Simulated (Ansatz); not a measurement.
# Ti3O: the cost of one run

Computed with Ansatz 0.2.0 (DFT PBE, scalar-relativistic, plane waves, PAW, unless a step's input says otherwise).

1 further run of the same task is left out (it didn't finish).

### Step 1. The starting structure

It takes space group Fm-3m (No. 225, cubic). Conventional cell: a = 5.678 Å, b = 5.678 Å, c = 5.678 Å, α = 90.00°, β = 90.00°, γ = 90.00°. Ti (site symmetry m-3m) is surrounded by 8 Ti at 2.46 Å. Around Ti (site symmetry -43m) lie 4 Ti at 2.46 Å and 4 O at 2.46 Å. Around O (site symmetry m-3m) lie 8 Ti at 2.46 Å.

Structure file:

```xyz
4
Lattice="0.0000 2.8392 2.8392 2.8392 0.0000 2.8392 2.8392 2.8392 0.0000" Properties=species:S:1:pos:R:3 pbc="T T T"
Ti    2.8392    2.8392    2.8392
Ti    4.2588    4.2588    4.2588
Ti    1.4196    1.4196    1.4196
O     0.0000    0.0000    0.0000
```

Recipe of the guess: species swapped into a database cell of Cu3Sn (Fm-3m, No. 225), with Ti on the Cu sites and O on the Sn sites. The dimensions are guesses.

### Step 2. The guess as it stands, on a coarse mesh

Input file input.yaml:

```yaml
crystal:
  lattice:
    - [0.0, 2.83921772, 2.83921772]
    - [2.83921772, 0.0, 2.83921772]
    - [2.83921772, 2.83921772, 0.0]
  atoms:
    - { symbol: Ti, position: [0.5, 0.5, 0.5], spin: 1.0 }
    - { symbol: Ti, position: [0.75, 0.75, 0.75], spin: 1.0 }
    - { symbol: Ti, position: [0.25, 0.25, 0.25], spin: 1.0 }
    - { symbol: O, position: [0.0, 0.0, 0.0] }
basis:
  ecutwfc: 420
kpoints:
  mp_grid: { grid: [6, 6, 6] }
hamiltonian:
  xc: pbe
scf:
  occupations: { method: gaussian, width: 0.1 }
  lower_state_search: "off"
output:
  forces: true
  stress: true
  eigenvalues: true
  populations: true
magnetization:
  spin_polarized: true
```

Started as:

```bash
$ ansatz run input.yaml --threads 1 --pin off --max-ram 2048MiB --backend cpu --events-out ev --progress --plain --runs-dir out
```

What time and memory should one allow on 1 thread of Arm Neoverse V1, shared host?

About 5.6 s, with a peak of 0.31 GiB.
